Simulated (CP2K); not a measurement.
# Al2Pt (Fm-3m) in CP2K: convergence with k mesh

Aim: find how far k mesh must go before the results for Al2Pt settle, at PBE. This setting moves, with any that are tied to it; all else stays.

Program: CP2K 2026.2. These are calculated values, not measurements. Logs are shortened: lines on timing, memory, paths and dates and some standing lists are left out, and cuts for length are marked.

## 1. Starting point

The structure is cubic, space group Fm-3m (No. 225). Conventional cell: a = 5.910 Å, b = 5.910 Å, c = 5.910 Å, α = 90.00°, β = 90.00°, γ = 90.00°. Pt (site symmetry m-3m) has 8 Al at 2.56 Å as nearest neighbours. Al (site symmetry -43m) has 4 Pt at 2.56 Å as nearest neighbours.

## 2. With k mesh 2 × 2 × 2

al2pt_converge.inp reads:

```
&GLOBAL
  PROJECT al2pt_converge
  RUN_TYPE ENERGY_FORCE
  PRINT_LEVEL LOW
&END GLOBAL
&FORCE_EVAL
  METHOD QS
  STRESS_TENSOR ANALYTICAL
  &DFT
    BASIS_SET_FILE_NAME BASIS_MOLOPT_UZH
    POTENTIAL_FILE_NAME POTENTIAL_UZH
    &MGRID
      CUTOFF 450
      REL_CUTOFF 60
      NGRIDS 4
    &END MGRID
    &QS
      METHOD GPW
      EPS_DEFAULT 1.0E-9
    &END QS
    &KPOINTS
      SCHEME MONKHORST-PACK 2 2 2
      GAMMA_CENTERED T
      SYMMETRY T
      SYMMETRY_BACKEND SPGLIB
    &END KPOINTS
    &SCF
      SCF_GUESS ATOMIC
      EPS_SCF 1.0E-6
      MAX_SCF 100
      ADDED_MOS 15
      CHOLESKY OFF
      EPS_EIGVAL 1.0E-7
      &DIAGONALIZATION ON
        ALGORITHM STANDARD
      &END DIAGONALIZATION
      &MIXING ON
        METHOD BROYDEN_MIXING
        ALPHA 0.4
        BETA 1.5
        NBUFFER 8
      &END MIXING
      &SMEAR ON
        METHOD FERMI_DIRAC
        ELECTRONIC_TEMPERATURE [K] 1160.452
      &END SMEAR
    &END SCF
    &XC
      &XC_FUNCTIONAL PBE
      &END XC_FUNCTIONAL
    &END XC
    &PRINT
      &KPOINTS ON
      &END KPOINTS
      &MULLIKEN ON
      &END MULLIKEN
      &MO ON
        ENERGIES T
        OCCUPATION_NUMBERS T
        &EACH
          QS_SCF 0
        &END EACH
        ADD_LAST NUMERIC
      &END MO
    &END PRINT
  &END DFT
  &SUBSYS
    &CELL
      A 4.1790010768 0.0000000000 0.0000000000
      B 2.0895005384 3.6191210950 0.0000000000
      C 2.0895005384 1.2063736983 3.4121400909
      PERIODIC XYZ
    &END CELL
    &COORD
      Pt  0.0000000000 0.0000000000 0.0000000000
      Al  6.2685016152 3.6191210950 2.5591050682
      Al  2.0895005384 1.2063736983 0.8530350227
    &END COORD
    &KIND Pt
      BASIS_SET DZVP-MOLOPT-PBE-GTH-q18
      POTENTIAL GTH-PBE-q18
    &END KIND
    &KIND Al
      BASIS_SET DZVP-MOLOPT-PBE-GTH-q3
      POTENTIAL GTH-PBE-q3
    &END KIND
    &PRINT
      &ATOMIC_COORDINATES ON
      &END ATOMIC_COORDINATES
      &CELL ON
      &END CELL
    &END PRINT
  &END SUBSYS
  &PRINT
    &FORCES ON
    &END FORCES
    &STRESS_TENSOR ON
    &END STRESS_TENSOR
  &END PRINT
&END FORCE_EVAL
```

Potentials or basis: POTENTIAL_UZH Pt GTH-PBE-q18, Al GTH-PBE-q3; DZVP-MOLOPT-PBE-GTH basis.

The run is started by

```bash
> OMP_NUM_THREADS=1 cp2k.psmp -i al2pt_converge.inp -o al2pt_converge.out
```

Wall time 43 s (1 thread of Arm Neoverse V1, shared host); peak memory 0.3 GiB.

What came out:

- Free energy: -3386.5048 eV
- Pressure: -1.6 GPa
- Band gap on the k mesh: none (metal or under the smearing width)
- Mulliken charges: Pt -1.32; Al +0.66 e

## 3. With k mesh 3 × 3 × 3

Edit al2pt_converge.inp of step 2 so:

```diff
@@ -21,3 +21,3 @@
     &KPOINTS
-      SCHEME MONKHORST-PACK 2 2 2
+      SCHEME MONKHORST-PACK 3 3 3
       GAMMA_CENTERED T
```

Potentials or basis: POTENTIAL_UZH Pt GTH-PBE-q18, Al GTH-PBE-q3; DZVP-MOLOPT-PBE-GTH basis.

The run is started by

```bash
> OMP_NUM_THREADS=1 cp2k.psmp -i al2pt_converge.inp -o al2pt_converge.out
```

Wall time 43 s (1 thread of Arm Neoverse V1, shared host); peak memory 0.3 GiB.

What came out:

```
Free energy            : -3386.5183 eV
Pressure               : 2.2 GPa
Band gap on the k mesh : none (metal or under the smearing width)
Mulliken charges       : Pt -1.22; Al +0.61 e
```

## 4. With k mesh 4 × 4 × 4

Edit al2pt_converge.inp of step 3 so:

```diff
@@ -21,3 +21,3 @@
     &KPOINTS
-      SCHEME MONKHORST-PACK 3 3 3
+      SCHEME MONKHORST-PACK 4 4 4
       GAMMA_CENTERED T
```

The run is started by

```bash
> OMP_NUM_THREADS=1 cp2k.psmp -i al2pt_converge.inp -o al2pt_converge.out
```

It took 45 s on 1 thread of Arm Neoverse V1, shared host; peak memory 0.3 GiB.

Results:

* Free energy: -3386.3913 eV
* Pressure: 3.2 GPa
* Band gap on the k mesh: none (metal or under the smearing width)
* Mulliken charges: Pt -1.19; Al +0.59 e

## 5. With k mesh 5 × 5 × 5

Edit al2pt_converge.inp of step 4 so:

```diff
@@ -21,3 +21,3 @@
     &KPOINTS
-      SCHEME MONKHORST-PACK 4 4 4
+      SCHEME MONKHORST-PACK 5 5 5
       GAMMA_CENTERED T
```

The run is started by

```bash
> OMP_NUM_THREADS=1 cp2k.psmp -i al2pt_converge.inp -o al2pt_converge.out
```

Wall time 47 s (1 thread of Arm Neoverse V1, shared host); peak memory 0.3 GiB.

Results:

| Quantity | Value |
| --- | --- |
| Free energy | -3386.3542 eV |
| Pressure | 3.0 GPa |
| Band gap on the k mesh | none (metal or under the smearing width) |
| Mulliken charges | Pt -1.18; Al +0.59 e |

## 6. With k mesh 7 × 7 × 7

Edit al2pt_converge.inp of step 5 so:

```diff
@@ -21,3 +21,3 @@
     &KPOINTS
-      SCHEME MONKHORST-PACK 5 5 5
+      SCHEME MONKHORST-PACK 7 7 7
       GAMMA_CENTERED T
```

Potentials or basis: POTENTIAL_UZH Pt GTH-PBE-q18, Al GTH-PBE-q3; DZVP-MOLOPT-PBE-GTH basis.

The run is started by

```bash
> OMP_NUM_THREADS=1 cp2k.psmp -i al2pt_converge.inp -o al2pt_converge.out
```

Run time: 53 s. Hardware: 1 thread of Arm Neoverse V1, shared host; peak memory 0.3 GiB.

The run converged. Its results:

* Free energy: -3386.4038 eV
* Pressure: 2.7 GPa
* Band gap on the k mesh: none (metal or under the smearing width)
* Mulliken charges: Pt -1.19; Al +0.59 e

## 7. With k mesh 8 × 8 × 8

Edit al2pt_converge.inp of step 6 so:

```diff
@@ -21,3 +21,3 @@
     &KPOINTS
-      SCHEME MONKHORST-PACK 7 7 7
+      SCHEME MONKHORST-PACK 8 8 8
       GAMMA_CENTERED T
```

The run is started by

```bash
> OMP_NUM_THREADS=1 cp2k.psmp -i al2pt_converge.inp -o al2pt_converge.out
```

It took 58 s on 1 thread of Arm Neoverse V1, shared host; peak memory 0.3 GiB.

Results (log left out):

* Free energy: -3386.3941 eV
* Pressure: 2.7 GPa
* Band gap on the k mesh: none (metal or under the smearing width)
* Mulliken charges: Pt -1.19; Al +0.59 e

## 8. With k mesh 10 × 10 × 10

Edit al2pt_converge.inp of step 7 so:

```diff
@@ -21,3 +21,3 @@
     &KPOINTS
-      SCHEME MONKHORST-PACK 8 8 8
+      SCHEME MONKHORST-PACK 10 10 10
       GAMMA_CENTERED T
```

Potentials or basis: POTENTIAL_UZH Pt GTH-PBE-q18, Al GTH-PBE-q3; DZVP-MOLOPT-PBE-GTH basis.

The run is started by

```bash
> OMP_NUM_THREADS=1 cp2k.psmp -i al2pt_converge.inp -o al2pt_converge.out
```

al2pt_converge.out:

```text

 CP2K| version string:                                       CP2K version 2026.2
 CP2K| Input file name                                        al2pt_converge.inp

 GLOBAL| Force Environment number                                              1
 GLOBAL| Basis set file name                                    BASIS_MOLOPT_UZH
 GLOBAL| Potential file name                                       POTENTIAL_UZH
 GLOBAL| MM Potential file name                                     MM_POTENTIAL
 GLOBAL| Coordinate file name                                      __STD_INPUT__
 GLOBAL| Method name                                                        CP2K
 GLOBAL| Project name                                             al2pt_converge
 GLOBAL| Run type                                                   ENERGY_FORCE
 GLOBAL| FFT library                                                       FFTW3
[... 8 lines left out ...]
 GLOBAL| CPU model name                                                  UNKNOWN

 CELL| Volume [angstrom^3]:                                            51.606268
 CELL| Vector a [angstrom]:       4.179     0.000     0.000   |a| =     4.179001
 CELL| Vector b [angstrom]:       2.090     3.619     0.000   |b| =     4.179001
 CELL| Vector c [angstrom]:       2.090     1.206     3.412   |c| =     4.179001
 CELL| Angle (b,c), alpha [degree]:                                    60.000000
 CELL| Angle (a,c), beta  [degree]:                                    60.000000
 CELL| Angle (a,b), gamma [degree]:                                    60.000000
 CELL| Numerically orthorhombic:                                              NO
 CELL| Periodicity                                                           XYZ

 CELL_REF| Volume [angstrom^3]:                                        51.606268
 CELL_REF| Vector a [angstrom     4.179     0.000     0.000   |a| =     4.179001
 CELL_REF| Vector b [angstrom     2.090     3.619     0.000   |b| =     4.179001
 CELL_REF| Vector c [angstrom     2.090     1.206     3.412   |c| =     4.179001
 CELL_REF| Angle (b,c), alpha [degree]:                                60.000000
 CELL_REF| Angle (a,c), beta  [degree]:                                60.000000
[... 157 lines left out ...]
  Total energy (extrapolated to T->0):                       -124.44760749161529

 MO| EIGENVALUES AND OCCUPATION NUMBERS FOR K POINT 1
 MO|
 MO|  Index      Eigenvalue [a.u.]        Eigenvalue [eV]             Occupation
 MO|      1              -3.302195             -89.857294               2.000000
 MO|      2              -1.638651             -44.589960               2.000000
 MO|      3              -1.638589             -44.588283               2.000000
 MO|      4              -1.638589             -44.588281               2.000000
 MO|      5               0.012910               0.351296               2.000000
 MO|      6               0.101564               2.763706               2.000000
[... 448 lines left out ...]
 MO|     26               1.027136              27.949799               0.000000
 MO|     27               1.069932              29.114331               0.000000
 MO| Sum:                                                              25.999316
 MO| E(Fermi):            0.318962 a.u.          8.679388 eV

 [... the levels of further k-points ...]

 !-----------------------------------------------------------------------------!
                     Mulliken Population Analysis

 #  Atom  Element  Kind  Atomic population                           Net charge
       1     Pt       1         19.189229                             -1.189229
       2     Al       2          2.405386                              0.594614
       3     Al       2          2.405385                              0.594615
 # Total charge                             24.000000                  0.000000

 !-----------------------------------------------------------------------------!

 ENERGY| Total FORCE_EVAL ( QS ) energy [hartree]           -124.448285806565124

 FORCES| Atomic forces [hartree/bohr]
 FORCES|   Atom     x               y               z               |f|
 FORCES|      1  4.76056209E-10  1.66133569E-08  1.94969352E-09   1.67341436E-08
 FORCES|      2  2.17401439E-09  5.44425773E-08  9.62900411E-08   1.10636760E-07
 FORCES|      3 -2.64978034E-09 -7.10551842E-08 -9.82390089E-08   1.21271445E-07
 FORCES| Sum     2.90255477E-13  7.50020735E-13  7.25759614E-13
 FORCES| Total atomic force                                       1.08328499E-12

 STRESS| Analytical stress tensor [bar]
 STRESS|                        x                   y                   z
 STRESS|      x        2.67437526537E+04   4.42124849532E-01   3.10032786676E-01
 STRESS|      y        4.42124849532E-01   2.67419413351E+04  -6.14698963767E-02
 STRESS|      z        3.10032786676E-01  -6.14698963767E-02   2.67422346375E+04
 STRESS| 1/3 Trace                                             2.67426428755E+04
 STRESS| Determinant                                           1.91255077378E+13

 STRESS| Eigenvectors and eigenvalues of the analytical stress tensor [bar]
 STRESS|                        1                   2                   3
 STRESS| Eigenvalues   2.67417968565E+04   2.67422269721E+04   2.67439047977E+04
 STRESS|      x          -0.256113289381     -0.090939202326      0.962359623261
 STRESS|      y           0.915610664351     -0.342034883248      0.211351011278
 STRESS|      z           0.309940469008      0.935276536711      0.170864582489
```

Wall time 72 s (1 thread of Arm Neoverse V1, shared host); peak memory 0.3 GiB.

Results:

| Item | Value |
| --- | --- |
| Free energy | -3386.4101 eV |
| Pressure | 2.7 GPa |
| Band gap on the k mesh | none (metal or under the smearing width) |
| Mulliken charges | Pt -1.19; Al +0.59 e |

## 9. Result

```csv
k mesh,"energy less the tightest run, at zero smearing (meV/atom)",pressure (GPa),SCF cycles,CPU time (s),peak memory (GiB)
2 × 2 × 2,-15.68,-1.63,14,43,0.3
3 × 3 × 3,-31.55,2.18,14,43,0.3
4 × 4 × 4,9.17,3.16,14,45,0.3
5 × 5 × 5,22.74,2.99,14,47,0.3
7 × 7 × 7,3.73,2.68,14,53,0.3
8 × 8 × 8,6.71,2.71,14,58,0.3
10 × 10 × 10,0.00,2.67,14,72,0.3
```

Against the tightest run, the pressure stays within 0.1 GPa from 7 × 7 × 7 on. Not settled before the last step: the energy (to 1 meV/atom). Meshes of other sizes hit other points, so gaps and Fermi surfaces needn't settle smoothly. The tightest run that finished is the yardstick and may itself not be fully converged.

Caveats: the basis of atomic orbitals isn't converged, which shifts pressures, moduli and gaps.
